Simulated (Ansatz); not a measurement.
# BaTiO3: the cost of one run

Computed with Ansatz 0.2.0 (DFT, PBE, plane-wave PAW, default files, scalar-relativistic, frozen cores, unless a step's input says otherwise).

### 1 Starting point

The structure is trigonal, space group R3m (No. 160). Conventional cell: a = 5.655 Å, b = 5.655 Å, c = 6.953 Å, α = 90.00°, β = 90.00°, γ = 120.00°. Around Ba (site symmetry 3m) lie 12 O at 2.79 to 2.88 Å. Ti (site symmetry 3m) is surrounded by 6 O at 1.88 to 2.14 Å. Around O (site symmetry m) lie 2 Ti at 1.88 to 2.14 Å.

Structure file:

```
Ba Ti O
1.0
     2.82767    1.63255    2.31773
    -2.82767    1.63255    2.31773
     0.00000   -3.26511    2.31773
Ba Ti O
1 1 3
Direct
  0.00000 0.00000 0.00000
  0.48600 0.48600 0.48600
  0.50840 0.50840 0.01850
  0.01850 0.50840 0.50840
  0.50840 0.01850 0.50840
```

The earlier run gave: gap on the mesh 2.41 eV, largest force 0.181 eV/Å, pressure 5.0 GPa.

Site by site (atoms counted from 1):

| site | atoms | first shell | V_zz (10²¹ V/m²) | η | C_Q (MHz) |
| --- | --- | --- | --- | --- | --- |
| Ba | 1 | 12 O at 2.79–2.88 Å | 0.33 | 0.00 | 1.89 (¹³⁷Ba) |
| Ti | 2 | 6 O at 1.88–2.14 Å | 1.11 | 0.00 | 6.63 (⁴⁹Ti) |
| O | 3, 4, 5 | 2 Ti at 1.88–2.14 Å, angle 173°; also 4 Ba at 2.79–2.88 Å | 2.21 | 0.04 | -1.36 (¹⁷O) |

C_Q = eQV_zz/h, which is 24.18 MHz for Q = 1 b and V_zz = 10²¹ V/m²; η = (V_xx − V_yy)/V_zz. Nuclear quadrupole moments: year-2017 set (Pyykkö).

### 2 Z stretched by -2 %, ions relaxed

File input.yaml:

```yaml
crystal:
  lattice:
    - [2.8276671207, 1.6325543733, 2.2713773724]
    - [-2.8276671207, 1.6325543733, 2.2713773724]
    - [0.0, -3.2651087466, 2.2713773724]
  atoms:
    - { symbol: Ba, position: [-0.00195427, -0.00195427, -0.00195427] }
    - { symbol: Ti, position: [0.4863645393, 0.4863645393, 0.4863645393] }
    - { symbol: O, position: [0.510099585, 0.510099585, 0.0166905607] }
    - { symbol: O, position: [0.0166905607, 0.510099585, 0.510099585] }
    - { symbol: O, position: [0.510099585, 0.0166905607, 0.510099585] }
kpoints:
  mp_grid: { grid: [8, 8, 8] }
scf:
  occupations: { method: fermi_dirac, width: 0.02 }
hamiltonian:
  xc: pbe
  pseudopotentials: { kind: paw, frozen_core: stored }
output:
  forces: true
  stress: true
  populations: true
  efg: { quadrupole_moments_barn: { Ba: 0.236, Ti: 0.247, O: -0.02558 } }
relax:
  f_tol: 0.02
  max_steps: 60
```

Run with:

```
$ ansatz run input.yaml --threads 1 --pin off --max-ram 3072MiB --backend cpu --events-out ev --progress --plain --runs-dir out
```

What time and memory should one allow on 1 thread of Intel Xeon at 2.50GHz (Skylake/Cascade Lake), shared host?

About 2.3 min, with a peak of 0.47 GiB.
